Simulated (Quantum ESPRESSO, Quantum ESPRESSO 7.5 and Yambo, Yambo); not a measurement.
**MgO (Periclase): G0W0 with Yambo, start to end**

How does a plane-wave GW calculation on MgO (Periclase) run from the first input to the gap?

Method: PBE and many-body steps on it, plane waves, in Quantum ESPRESSO 7.5 and Yambo 5.3.0.

The database entry behind the starting cell differs from later determinations by our own check (about 0.1 % long), so it need not match the best structure at ambient conditions.

### Step 1. The starting structure

Symmetry: Fm-3m, No. 225, cubic system. Conventional cell: a = 4.217 Å, b = 4.217 Å, c = 4.217 Å, α = 90.00°, β = 90.00°, γ = 90.00°. Nearest to Mg lie 6 O at 2.11 Å. Nearest to O lie 6 Mg at 2.11 Å. Farther neighbours and most contacts between anions are not listed.

Coordinates:

```cif
data_structure
_symmetry_space_group_name_H-M 'Fm-3m'
_symmetry_Int_Tables_number 225
_cell_length_a 4.2170
_cell_length_b 4.2170
_cell_length_c 4.2170
_cell_angle_alpha 90.000
_cell_angle_beta 90.000
_cell_angle_gamma 90.000
_cell_volume 74.99
loop_
_atom_site_label
_atom_site_type_symbol
_atom_site_symmetry_multiplicity
_atom_site_Wyckoff_symbol
_atom_site_fract_x
_atom_site_fract_y
_atom_site_fract_z
_atom_site_occupancy
Mg1 Mg 4 a 0.00000 0.00000 0.00000 1
O1 O 4 b 0.50000 0.00000 0.00000 1
```

The cell and positions come from the Crystallography Open Database and are kept as given unless a step says otherwise.

### Step 2. Ground state

This step: Quantum ESPRESSO 7.5; DFT, PBE, plane waves, norm-conserving pseudopotentials.

The ground-state density comes first.

pw.in reads:

```
&control
  calculation = 'scf'
  prefix = 'x'
  outdir = 'o'
  pseudo_dir = 'pseudo'
/
&system
  ibrav = 0
  nat = 2
  ntyp = 2
  ecutwfc = 76.0
  nbnd = 13
  force_symmorphic = .true.
/
&electrons
  conv_thr = 1e-10
  electron_maxstep = 80
  mixing_beta = 0.5
/
ATOMIC_SPECIES
  Mg 24.305 Mg.upf
  O 15.999 O.upf
CELL_PARAMETERS angstrom
  -0.0000000000 2.1085000000 2.1085000000
  2.1085000000 -0.0000000000 2.1085000000
  2.1085000000 2.1085000000 -0.0000000000
ATOMIC_POSITIONS crystal
  Mg 0.0000000000 0.0000000000 0.0000000000
  O 0.5000000000 0.5000000000 0.5000000000
K_POINTS automatic
  8 8 8 0 0 0
```

Started as:

```
OMP_NUM_THREADS=1 mpirun -n 8 pw.x -nk 8 -in pw.in > pw.out
```

The log of the run:

```text
Program PWSCF v.7.5 starts

     This program is part of the open-source Quantum ESPRESSO suite
     for quantum simulation of materials; please cite
         "P. Giannozzi et al., J. Phys.:Condens. Matter 21 395502 (2009);
         "P. Giannozzi et al., J. Phys.:Condens. Matter 29 465901 (2017);
         "P. Giannozzi et al., J. Chem. Phys. 152 154105 (2020);
     in publications or presentations arising from this work. More details at
     Message from routine setup:
     using ibrav=0 with symmetry is DISCOURAGED, use correct ibrav instead

     G-vector sticks info

     bravais-lattice index     =            0
     lattice parameter (alat)  =       5.6349  a.u.
     unit-cell volume          =     126.5166 (a.u.)^3
     number of atoms/cell      =            2
     number of atomic types    =            2
     number of electrons       =        16.00
     number of Kohn-Sham states=           13
     kinetic-energy cutoff     =      76.0000  Ry
     charge density cutoff     =     304.0000  Ry
     scf convergence threshold =      1.0E-10
     mixing beta               =       0.5000
     number of iterations used =            8  plain     mixing
     Exchange-correlation= PBE
                           (   1   4   3   4   0   0   0)

     celldm(1)=   5.634916  celldm(2)=   0.000000  celldm(3)=   0.000000
     celldm(4)=   0.000000  celldm(5)=   0.000000  celldm(6)=   0.000000

     crystal axes: (cart. coord. in units of alat)
               a(1) = (  -0.000000   0.707107   0.707107 )
               a(2) = (   0.707107  -0.000000   0.707107 )
               a(3) = (   0.707107   0.707107  -0.000000 )

     reciprocal axes: (cart. coord. in units 2 pi/alat)
               b(1) = ( -0.707107  0.707107  0.707107 )
               b(2) = (  0.707107 -0.707107  0.707107 )
               b(3) = (  0.707107  0.707107 -0.707107 )
     Pseudo is Norm-conserving, Zval = 10.0
     Generated using ONCVPSP code by D. R. Hamann
     Using radial grid of 1510 points,  4 beta functions with:
     Pseudo is Norm-conserving + core correction, Zval =  6.0
     Generated using ONCVPSP code by D. R. Hamann
     Using radial grid of  936 points,  5 beta functions with:
     Mg               10.00    24.30500     Mg( 1.00)
     O                 6.00    15.99900     O ( 1.00)

     48 Sym. Ops., with inversion, found

   Cartesian axes

     site n.     atom                  positions (alat units)
         1        Mg     tau(   1) = (   0.0000000   0.0000000   0.0000000  )
         2        O      tau(   2) = (   0.7071068   0.7071068   0.7071068  )

     number of k points=    29
                       cart. coord. in units 2pi/alat
        k(    1) = (   0.0000000   0.0000000   0.0000000), wk =   0.0039062
        k(    2) = (   0.0883883   0.0883883  -0.0883883), wk =   0.0312500
        k(    3) = (   0.1767767   0.1767767  -0.1767767), wk =   0.0312500
        k(    4) = (   0.2651650   0.2651650  -0.2651650), wk =   0.0312500
        k(    5) = (  -0.3535534  -0.3535534   0.3535534), wk =   0.0156250
        k(    6) = (   0.1767767   0.0000000   0.0000000), wk =   0.0234375
        k(    7) = (   0.2651650   0.0883883  -0.0883883), wk =   0.0937500
        k(    8) = (   0.3535534   0.1767767  -0.1767767), wk =   0.0937500
        k(    9) = (  -0.2651650  -0.4419417   0.4419417), wk =   0.0937500
        k(   10) = (  -0.1767767  -0.3535534   0.3535534), wk =   0.0937500
     [... 17 further rows ...]
        k(   28) = (  -0.7071068   0.1767767  -0.0000000), wk =   0.0468750
        k(   29) = (  -0.7071068   0.3535534   0.0000000), wk =   0.0234375

     Dense  grid:    11311 G-vectors     FFT dimensions: (  32,  32,  32)

     Initial potential from superposition of free atoms

     starting charge      15.9992, renormalised to      16.0000
     Starting wfcs are    9 randomized atomic wfcs +    4 random wfcs

     per-process dynamical memory:    13.3 Mb

     Self-consistent Calculation

     iteration #  1     ecut=    76.00 Ry     beta= 0.50

     total energy              =    -151.98520407 Ry
     estimated scf accuracy    <       0.38625892 Ry

     iteration #  2     ecut=    76.00 Ry     beta= 0.50

     total energy              =    -152.09123152 Ry
     estimated scf accuracy    <       0.06144770 Ry

     iteration #  3     ecut=    76.00 Ry     beta= 0.50

     total energy              =    -152.10137215 Ry
     estimated scf accuracy    <       0.00323688 Ry

     iteration #  4     ecut=    76.00 Ry     beta= 0.50

     total energy              =    -152.10154726 Ry
     estimated scf accuracy    <       0.00008429 Ry

     iteration #  5     ecut=    76.00 Ry     beta= 0.50

     total energy              =    -152.10156154 Ry
     estimated scf accuracy    <       0.00000255 Ry

     iteration #  6     ecut=    76.00 Ry     beta= 0.50

     total energy              =    -152.10156189 Ry
     estimated scf accuracy    <       0.00000034 Ry

     iteration #  7     ecut=    76.00 Ry     beta= 0.50

     total energy              =    -152.10156189 Ry
     estimated scf accuracy    <       0.00000004 Ry

     iteration #  8     ecut=    76.00 Ry     beta= 0.50

     total energy              =    -152.10156190 Ry
     estimated scf accuracy    <          2.8E-09 Ry

     iteration #  9     ecut=    76.00 Ry     beta= 0.50

     End of self-consistent calculation

          k = 0.0000 0.0000 0.0000 (  1411 PWs)   bands (ev):

   -64.3635 -31.1132 -31.1132 -31.1132  -9.1598   8.0108   8.0108   8.0108
    12.7439  23.9496  23.9496  23.9496  27.7112

          k = 0.0884 0.0884-0.0884 (  1423 PWs)   bands (ev):

   -64.3622 -31.1257 -31.1147 -31.1147  -8.9928   7.0680   7.9110   7.9110
    13.6509  22.2184  24.2970  24.2970  28.6700

          k = 0.1768 0.1768-0.1768 (  1405 PWs)   bands (ev):

   -64.3592 -31.1550 -31.1176 -31.1176  -8.5599   5.3798   7.6806   7.6806
    15.0976  20.6247  24.7407  24.7407  28.2672

          k = 0.2652 0.2652-0.2652 (  1423 PWs)   bands (ev):

     [... further k-points ...]

     highest occupied, lowest unoccupied level (ev):     8.0108   12.7439

!    total energy              =    -152.10156190 Ry
     estimated scf accuracy    <          5.5E-11 Ry

     The total energy is the sum of the following terms:
     one-electron contribution =     -74.52622053 Ry
     hartree contribution      =      41.57252695 Ry
     xc contribution           =     -24.49213381 Ry
     ewald contribution        =     -94.65573450 Ry

     convergence has been achieved in   9 iterations

     XML data file, charge density, pseudopotentials, collected wavefunctions

=------------------------------------------------------------------------------=
   JOB DONE.
=------------------------------------------------------------------------------=
```

Wall time 2.3 s (8 MPI ranks of AMD EPYC 7R43, shared host); peak memory 0.44 GiB; 16 s of CPU time.

This step gave:

```
total energy               : -2069.4472 eV
gap                        : 4.733 eV
k of the valence top       : 0, 0, 0
k of the conduction bottom : 0, 0, 0
least direct gap           : 4.733 eV
```

The gap is direct, at Γ.

### Step 3. Bands along the symmetry lines

The cheap functional maps the bands first; the places of the edges decide which points the dearer methods must see.

pw.in reads:

```
&control
  calculation = 'bands'
  prefix = 'x'
  outdir = 'o'
  pseudo_dir = 'pseudo'
/
&system
  ibrav = 0
  nat = 2
  ntyp = 2
  ecutwfc = 76.0
  nbnd = 14
  force_symmorphic = .true.
/
&electrons
  conv_thr = 1e-9
  electron_maxstep = 80
  diago_full_acc = .true.
  diago_thr_init = 5e-6
/
ATOMIC_SPECIES
  Mg 24.305 Mg.upf
  O 15.999 O.upf
CELL_PARAMETERS angstrom
  -0.0000000000 2.1085000000 2.1085000000
  2.1085000000 -0.0000000000 2.1085000000
  2.1085000000 2.1085000000 -0.0000000000
ATOMIC_POSITIONS crystal
  Mg 0.0000000000 0.0000000000 0.0000000000
  O 0.5000000000 0.5000000000 0.5000000000
K_POINTS crystal
  50
  0.00000000 0.00000000 0.00000000 1
  0.06250000 0.00000000 0.06250000 1
  0.12500000 0.00000000 0.12500000 1
  0.18750000 0.00000000 0.18750000 1
  0.25000000 0.00000000 0.25000000 1
  0.31250000 0.00000000 0.31250000 1
  0.37500000 0.00000000 0.37500000 1
  0.43750000 0.00000000 0.43750000 1
  0.50000000 0.00000000 0.50000000 1
  0.51562500 0.03125000 0.51562500 1
  0.53125000 0.06250000 0.53125000 1
  0.54687500 0.09375000 0.54687500 1
  0.56250000 0.12500000 0.56250000 1
  0.57812500 0.15625000 0.57812500 1
  0.59375000 0.18750000 0.59375000 1
  0.60937500 0.21875000 0.60937500 1
  0.62500000 0.25000000 0.62500000 1
  0.37500000 0.37500000 0.75000000 1
  0.32812500 0.32812500 0.65625000 1
  0.28125000 0.28125000 0.56250000 1
  0.23437500 0.23437500 0.46875000 1
  0.18750000 0.18750000 0.37500000 1
  0.14062500 0.14062500 0.28125000 1
  0.09375000 0.09375000 0.18750000 1
  0.04687500 0.04687500 0.09375000 1
  0.00000000 0.00000000 0.00000000 1
  0.06250000 0.06250000 0.06250000 1
  0.12500000 0.12500000 0.12500000 1
  0.18750000 0.18750000 0.18750000 1
  0.25000000 0.25000000 0.25000000 1
  0.31250000 0.31250000 0.31250000 1
  0.37500000 0.37500000 0.37500000 1
  0.43750000 0.43750000 0.43750000 1
  0.50000000 0.50000000 0.50000000 1
  0.50000000 0.46875000 0.53125000 1
  0.50000000 0.43750000 0.56250000 1
  0.50000000 0.40625000 0.59375000 1
  0.50000000 0.37500000 0.62500000 1
  0.50000000 0.34375000 0.65625000 1
  0.50000000 0.31250000 0.68750000 1
  0.50000000 0.28125000 0.71875000 1
  0.50000000 0.25000000 0.75000000 1
  0.50000000 0.21875000 0.71875000 1
  0.50000000 0.18750000 0.68750000 1
  0.50000000 0.15625000 0.65625000 1
  0.50000000 0.12500000 0.62500000 1
  0.50000000 0.09375000 0.59375000 1
  0.50000000 0.06250000 0.56250000 1
  0.50000000 0.03125000 0.53125000 1
  0.50000000 0.00000000 0.50000000 1
```

The log of the run:

```text
[banner, memory and clock lines left out]
Program PWSCF v.7.5 starts

     Atomic positions and unit cell read from directory:
     o/x.save/

     Message from routine setup:
     using ibrav=0 with symmetry is DISCOURAGED, use correct ibrav instead

     G-vector sticks info

     bravais-lattice index     =            0
     lattice parameter (alat)  =       5.6349  a.u.
     unit-cell volume          =     126.5166 (a.u.)^3
     number of atoms/cell      =            2
     number of atomic types    =            2
     number of electrons       =        16.00
     number of Kohn-Sham states=           14
     kinetic-energy cutoff     =      76.0000  Ry
     charge density cutoff     =     304.0000  Ry
     Exchange-correlation= PBE
                           (   1   4   3   4   0   0   0)

     celldm(1)=   5.634916  celldm(2)=   0.000000  celldm(3)=   0.000000
     celldm(4)=   0.000000  celldm(5)=   0.000000  celldm(6)=   0.000000

     crystal axes: (cart. coord. in units of alat)
               a(1) = (  -0.000000   0.707107   0.707107 )
               a(2) = (   0.707107  -0.000000   0.707107 )
               a(3) = (   0.707107   0.707107  -0.000000 )

     reciprocal axes: (cart. coord. in units 2 pi/alat)
               b(1) = ( -0.707107  0.707107  0.707107 )
               b(2) = (  0.707107 -0.707107  0.707107 )
               b(3) = (  0.707107  0.707107 -0.707107 )
     Pseudo is Norm-conserving, Zval = 10.0
     Generated using ONCVPSP code by D. R. Hamann
     Using radial grid of 1510 points,  4 beta functions with:
     Pseudo is Norm-conserving + core correction, Zval =  6.0
     Generated using ONCVPSP code by D. R. Hamann
     Using radial grid of  936 points,  5 beta functions with:
     Mg               10.00    24.30500     Mg( 1.00)
     O                 6.00    15.99900     O ( 1.00)

     48 Sym. Ops., with inversion, found

   Cartesian axes

     site n.     atom                  positions (alat units)
         1        Mg     tau(   1) = (   0.0000000   0.0000000   0.0000000  )
         2        O      tau(   2) = (   0.7071068   0.7071068   0.7071068  )

     number of k points=    50
                       cart. coord. in units 2pi/alat
        k(    1) = (   0.0000000   0.0000000   0.0000000), wk =   0.0400000
        k(    2) = (   0.0000000   0.0883883   0.0000000), wk =   0.0400000
        k(    3) = (   0.0000000   0.1767767   0.0000000), wk =   0.0400000
[...]
[... 38 further rows ...]
        k(   49) = (   0.0441942   0.7071068   0.0000000), wk =   0.0400000
        k(   50) = (   0.0000000   0.7071068   0.0000000), wk =   0.0400000

     Dense  grid:    11311 G-vectors     FFT dimensions: (  32,  32,  32)

     The potential is recalculated from file :
     o/x.save/charge-density

     Starting wfcs are    9 randomized atomic wfcs +    5 random wfcs

     Band Structure Calculation

     End of band structure calculation

          k = 0.0000 0.0000 0.0000 (  1411 PWs)   bands (ev):

   -64.3635 -31.1133 -31.1133 -31.1133  -9.1597   8.0109   8.0109   8.0109
    12.7439  23.9496  23.9496  23.9496  27.7112  29.7246

          k = 0.0000 0.0884 0.0000 (  1419 PWs)   bands (ev):

   -64.3631 -31.1164 -31.1144 -31.1144  -9.1029   7.7028   7.9502   7.9502
    13.0966  23.1332  24.0779  24.0779  28.6805  28.7905

          k = 0.0000 0.1768 0.0000 (  1419 PWs)   bands (ev):

   -64.3619 -31.1249 -31.1175 -31.1175  -8.9402   6.9904   7.7830   7.7830
    13.9454  21.7310  24.4333  24.4333  26.9194  30.2063

          k =-0.0000 0.2652 0.0000 (  1411 PWs)   bands (ev):

[...]
k = 0.0000 0.4419-0.0000 (  1411 PWs)   bands (ev):

[...]
k =-0.0000 0.5303 0.0000 (  1407 PWs)   bands (ev):

[...]
k = 0.0000 0.6187-0.0000 (  1399 PWs)   bands (ev):

[...]
k = 0.4640 0.4640-0.0000 (  1428 PWs)   bands (ev):

[...]
k = 0.3315 0.3315-0.0000 (  1416 PWs)   bands (ev):

[...]
k = 0.3094 0.7071-0.0000 (  1426 PWs)   bands (ev):

[...]
k = 0.2210 0.7071-0.0000 (  1410 PWs)   bands (ev):

[...]
k = 0.1768 0.7071-0.0000 (  1418 PWs)   bands (ev):

[...]
k = 0.0442 0.7071 0.0000 (  1410 PWs)   bands (ev):

   -64.3523 -31.1840 -31.1416 -31.1412  -7.6265   4.0059   6.6443   6.6658
    17.2933  18.0453  21.0454  26.8187  26.9892  33.5889

          k = 0.0000 0.7071 0.0000 (  1428 PWs)   bands (ev):

   -64.3523 -31.1846 -31.1413 -31.1413  -7.6288   3.9868   6.6826   6.6826
    17.2331  17.9851  21.0654  26.9476  26.9476  33.5058

     XML data file, pseudopotentials, collected wavefunctions
```

It took 1.8 s on 8 MPI ranks; peak memory 0.05 GiB; 12 s of CPU time.

Numbers from this step:

* gap: 4.733 eV
* k of the valence top: 0, 0, 0
* k of the conduction bottom: 0, 0, 0
* least direct gap: 4.733 eV

The gap is 4.733 eV, as in the run before at this level.

Electronic bands along the path, in eV, zero at the top of the highest filled band; v1 is the highest filled band, c1 the lowest empty one:

| point | v4 | v3 | v2 | v1 | c1 | c2 | c3 | c4 |
| --- | --- | --- | --- | --- | --- | --- | --- | --- |
| Γ | -17.17 | 0.00 | 0.00 | 0.00 | 4.73 | 15.94 | 15.94 | 15.94 |
| halfway | -16.41 | -2.60 | -0.72 | -0.72 | 8.06 | 11.27 | 15.51 | 17.50 |
| X | -15.64 | -4.02 | -1.33 | -1.33 | 9.22 | 9.97 | 13.05 | 18.94 |
| halfway | -15.62 | -3.87 | -1.77 | -1.27 | 9.59 | 10.49 | 12.90 | 18.58 |
| U | -15.61 | -3.44 | -2.67 | -1.12 | 10.14 | 11.76 | 12.51 | 18.11 |
| jump to K | -15.61 | -3.44 | -2.67 | -1.12 | 10.14 | 11.76 | 12.51 | 18.11 |
| halfway | -16.34 | -2.91 | -1.16 | -0.38 | 8.15 | 12.04 | 15.37 | 17.95 |
| Γ | -17.17 | 0.00 | 0.00 | 0.00 | 4.73 | 15.94 | 15.94 | 15.94 |
| halfway | -16.57 | -2.63 | -0.33 | -0.33 | 7.09 | 12.61 | 16.73 | 16.73 |
| L | -15.86 | -4.57 | -0.63 | -0.63 | 7.91 | 12.57 | 16.32 | 16.32 |
| halfway | -15.72 | -3.96 | -1.90 | -0.97 | 9.68 | 12.18 | 13.50 | 16.90 |
| W | -15.58 | -2.91 | -2.91 | -1.75 | 11.66 | 11.66 | 12.15 | 15.52 |
| halfway | -15.61 | -3.73 | -1.87 | -1.54 | 10.08 | 10.85 | 12.73 | 17.32 |
| X | -15.64 | -4.02 | -1.33 | -1.33 | 9.22 | 9.97 | 13.05 | 18.94 |

The electronic bands as a text plot (rows in eV, shown from -8.0 to 10.7 only):

```
   10.3 |       ++   +++ +++++                         +     ++++
    9.6 |         +++++++                             +       +++
    8.8 |       ++            ++                    ++
    8.0 |     ++                +              +++++
    7.2 |    +                   ++         +++
    6.4 |                                  +
    5.7 |  ++                      ++    ++
    4.9 |++                          ++++
    4.1 |
    3.3 |
    2.5 |
    1.8 |
    1.0 |
    0.2 |**                        ********
   -0.6 | ********         ***********  ***************
   -1.4 |  **     *********     *  **               ** **********
   -2.1 |    *         ***  **** **        *          **    **
   -2.9 |     ****        **    *           *           ****
   -3.7 |         ********* ****             ***      ***   *****
   -4.5 |                                       ******
   -5.3 |
   -6.0 |
   -6.8 |
   -7.6 |
         Γ           X  U|K            Γ         L        W     X
```

(Part 1 of 2 ends here.)

[Paths, hosts, dates, memory and timing lines, banners, echoed tables and standing remarks are left out of the program output.]

[Logs are printed without paths, hosts, clocks, repeated set-up lines and the standing remarks that a program may print on its own settings, such as how far it seeks lower states.]

[Runs of the session that timed out or met a known fault of the program may be left out.]

[Hosts, paths, dates, database ids (printed as entryN), source tags and the programs' standing remarks are cut or masked in the printed files.]
